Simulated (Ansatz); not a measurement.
Ionic part of the dielectric constant of AgCl, mode by mode

The calculation used Ansatz 0.2.0, DFT PBE, scalar-relativistic, plane waves, PAW. Cutoff 420 eV, 12×12×12 k-points (Γ-centred), fixed occupations. No spin polarisation. Phonons by linear response, acoustic sum rule imposed.

Space group F-43m (No. 216), cubic, a = 6.059 Å. Ag has 4 Cl at 2.62 Å; Cl is surrounded by 4 Ag at 2.62 Å.

The structure comes from a generated guess, relaxed at this level; another structure or a mixture of phases may lie lower.

The primitive cell has V = 55.60 Å³ and ε∞,zz = 3.778. Each polar mode adds Δε = (4.92064×10⁷/V)·S/ν² along z, with S its oscillator strength in e²/amu, ν in cm⁻¹ and V in Å³.

Problem. From these modes, find each Δε and ε0,zz.
```json
{"ν (cm⁻¹)": "119.56", "S_zz (e²/amu)": "0.06067"}
```

Solution.
| ν (cm⁻¹) | Δε |
| --- | --- |
| 119.56 | 3.76 |

The sum is 3.76, so ε0,zz = 7.54; the run's tensor has 7.53.

Problem. Where do the longitudinal modes lie for a wave vector along z?

Solution. At 168.84 cm⁻¹. The Lyddane–Sachs–Teller product Π(ν_LO/ν_TO)² = 1.99 agrees with ε0/ε∞ = 1.99.
